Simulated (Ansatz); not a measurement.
# Vibrational response of HgTe at 25 GPa

Computed with DFT PBEsol, scalar-relativistic, plane waves, PAW in Ansatz 0.2.0. Settings: 420 eV plane-wave cutoff, Γ-centred 12×12×12 mesh, Fermi-Dirac smearing of 0.15 eV. No spin polarisation. Phonons by linear response, acoustic sum rule imposed.

The cell, relaxed at 25 GPa:
```yaml
crystal:
  lattice:
    - [0.00000, 2.95950, 2.95950]
    - [2.95950, 0.00000, 2.95950]
    - [2.95950, 2.95950, 0.00000]
  atoms:
    - { symbol: Hg, position: [0.00000, 0.00000, 0.00000] }
    - { symbol: Te, position: [0.75000, 0.75000, 0.75000] }
```

In a metal, frequencies and elastic constants depend on the k mesh and the smearing, soft modes and shear constants most. Spin–orbit coupling is left out, which can shift energies with elements as heavy as these. Other phases may be more stable at this pressure.

Optical modes at Γ; i marks an imaginary frequency:
| frequency (cm⁻¹) | degeneracy |
| --- | --- |
| 192 | 3 |

All 3 optical modes at Γ are real: no displacement of atoms at fixed cell lowers the energy to second order. Strains and modes at other wave vectors aren't tested by this run.

The bands only touch here, so at this level the crystal is a zero-gap semiconductor or semimetal, not an ordinary metal; spin–orbit coupling, left out, can open or move such a gap.

Cost: 1 run of about 0.65 core-minutes, on Intel Xeon Platinum 8488C (Sapphire Rapids) (shared hosts).